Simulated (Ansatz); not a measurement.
Compressing ZrSiO4: a fit and a missing row

ZrSiO4, I4_1/amd, a = 6.678 Å, c = 6.024 Å. The structure is a COD entry; whether it is the stable form wasn't checked. Ansatz: PBE, PAW, 420 eV, Γ-centred 6×6×6 mesh on 12 atoms, Gaussian smearing 0.02 eV; no spin polarisation. Shape and atoms are relaxed at each volume; pressure is positive in compression.

```
V (Å³/atom) P (GPa)
      9.849        ?
     10.184    23.92
     10.520    14.51
     10.856     6.61
     11.192    -0.01
     11.527    -5.48
     11.863    -9.87
     12.311   -14.22
```

Task: Take V0 = 11.192 Å³/atom, count pressures from its P0 = -0.01 GPa, fit the third-order Birch–Murnaghan form to the other rows, and predict the missing pressure.

Result: With the Eulerian strain f = ½[(V0/V)^(2/3) − 1] and y = (P − P0)/[3f(1 + 2f)^(5/2)], the form is the line y = B0 + 1.5 B0 (B0′ − 4) f. Rows (f, y): 0.03247, 209.9; 0.02107, 207.2; 0.01026, 204.4; -0.00973, 196.8; -0.01904, 190.2; -0.03078, 180.4. Means f = 0.0007083, y = 198.15; Σ(Δf)² = 0.003005, ΣΔfΔy = 1.347; the slope is their ratio. y = 197.8 + 448.3 f GPa, so B0 = 197.8 GPa and B0′ = 4 + 2 × (448.3)/(3 × 197.8) = 5.51. At V = 9.849, f = 0.04448, y = 217.74 and P = 35.94 GPa. The run gave 35.04 GPa, so the fit is 0.90 GPa too high, 1.8 % of the span of the series, against an rms of 0.17 GPa on the fitted rows. The row lies outside the fitted range. A fourth-order term fitted to the same rows gives P = 34.51 GPa at this row's volume (the line 35.94, the run 35.04), which recovers part of the miss.

Cost: 8 runs of about 2.9 core-minutes in all, on AMD EPYC 9B45 (Zen 5) (shared hosts).